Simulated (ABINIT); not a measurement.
A run of ABINIT 10.8.3 (patched build) is set up as follows.

File run.abi:

```
ndtset 7
getwfk -1
scalecart1 3*0.9795861087
scalecart2 3*0.9864848297
scalecart3 3*0.9932883884
scalecart4 3*1.0000000000
scalecart5 3*1.0066227096
scalecart6 3*1.0131594038
scalecart7 3*1.0196128224

pp_dirpath "./"
pseudos "S.GGA_PBE-JTH.xml, Mg.GGA_PBE-JTH.xml"

acell 3.6792887145 3.6792887145 3.6792887145 Angstrom
rprim
     0.0000000000     0.7071067812     0.7071067812
     0.7071067812     0.0000000000     0.7071067812
     0.7071067812     0.7071067812     0.0000000000
ntypat 2
znucl 16 12
natom 2
typat 1 2
xred
     0.5000000000     0.5000000000     0.5000000000
     0.0000000000     0.0000000000     0.0000000000

ecut 24.0
pawecutdg 46.0
pawxcdev 0

kptopt 1
ngkpt 9 9 9
nshiftk 1
shiftk 0.0 0.0 0.0

ixc -109134

nband 12
occopt 3
tsmear 0.00183747

nstep 100
tolvrs 1.0e-9

iomode 3
prtwf 1
prtden 0
prteig 0
prtebands 0
enunit 1
```

Potentials or basis: JTH PAW PBE v2.0.

Launch:

```bash
$ abinit run.abi > log 2>&1
```

Problem. What does it give for the pressure derivative of the bulk modulus?

Solution. 4.0.

Problem. What does it give for the bulk modulus?

Solution. 74 GPa.

Problem. Estimate the equilibrium volume.

Solution. 17.89 Å³/atom.

Energy against volume, from the lowest point:
| volume (Å³/atom) | energy (meV/atom) |
| --- | --- |
| 16.553 | 26.04 |
| 16.905 | 13.60 |
| 17.257 | 5.35 |
| 17.609 | 0.94 |
| 17.962 | 0.00 |
| 18.314 | 2.24 |
| 18.666 | 7.27 |

Caveat: pressures at fixed basis lie under the slope of the energies; the PAW data sets were made with another functional, which shifts forces and pressure a little. Zero-point motion and thermal expansion aren't in these numbers.
